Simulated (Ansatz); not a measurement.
## Cold compression of GaP (rocksalt type)

```yaml
crystal:
  lattice:
    - [0.00000, 2.58006, 2.58006]
    - [2.58006, 0.00000, 2.58006]
    - [2.58006, 2.58006, 0.00000]
  atoms:
    - { symbol: Ga, position: [0.00000, 0.00000, 0.00000] }
    - { symbol: P, position: [0.50000, 0.50000, 0.50000] }
```

The cell comes from a relaxation on PAW files under the same functional, begun from a prototype that needn't be the stable phase.

Its volume is scaled at fixed shape and fractional positions.

Computed with Ansatz 0.2.0; functional PBE, scalar-relativistic. Settings: a Γ-centred 14×14×14 k mesh, Fermi–Dirac smearing of 0.1 eV, no spin polarisation. Methods: LAPW: all electrons, basis error target 1 meV/atom; PAW: frozen-core files, cutoff 420 eV; crystal datasets: all electrons, by PAW datasets that the program makes for each cell; norm-conserving: pseudopotentials, cutoff 1088 eV; PAW (core large): files with a larger core, cutoff 420 eV.

Energies are extrapolated to zero smearing and count from the unscaled cell; pressure is positive in compression; gaps take the mesh and a band path. No temperature or zero-point motion is included.

```
V/V0  V (Å³/atom)  P LAPW (GPa)  ΔE LAPW (eV/atom)  P PAW − LAPW (GPa)  ΔE PAW − LAPW (meV/atom)
1.00        17.17          0.02              0.000               -0.02                       0.0
0.94        16.14             ?                  ?                   ?                         ?
0.88        15.11         15.04              0.085               -0.02                      -0.2
0.80        13.74          32.6              0.282               -0.01                      -0.3
0.72        12.37          60.5              0.672                0.01                      -0.3
0.64        10.99         106.2              1.370                0.05                       0.0
0.55         9.45         196.3              2.784                0.17                       1.1
```

Fit the Vinet equation to the LAPW pressures shown (residuals weighted by 1/(|P| + 0.03·Pmax)), and predict the pressure of the withheld row.

The fit gives V0 = 17.18 Å³/atom, B0 = 86.6 GPa and B0′ = 4.80. At 16.14 Å³/atom, x = (V/V0)^(1/3) = 0.9795, and P = 3·B0·(1 − x)/x²·exp[1.5·(B0′ − 1)·(1 − x)] = 6.24 GPa. The run itself gave 6.26 GPa (-0.4 % off) and ΔE = 0.018 eV/atom.

From the table, what is the rise of the enthalpy H = E + pV up to the last row, and how stiff is the crystal between the last two rows?

ΔH = 2.784 eV + (196.3 GPa × 9.45 Å³ − 0.02 GPa × 17.17 Å³) × 0.006242 eV/(GPa·Å³) = 14.35 eV/atom, of which pV makes 81 %. The mean bulk modulus there is −ΔP/Δln V = 594 GPa.

At the smallest volume, how far do crystal datasets and norm-conserving and PAW (core large) lie from LAPW in pressure?

crystal datasets: -0.03 GPa; norm-conserving: +0.33 GPa; PAW (core large): +0.17 GPa, on a LAPW pressure of 196.3 GPa.

How do the Löwdin populations by LAPW change from the unscaled cell to the last row?

Ga 4s 1.17 → 0.94, Ga 4p 1.79 → 2.17, Ga 3d 9.99 → 9.96, P 3s 1.50 → 1.22, P 3p 3.53 → 3.69 electrons an atom. These are projections on the shells that the free atoms fill; 0.05 e a cell lies outside them at the start and 0.10 e at the end.
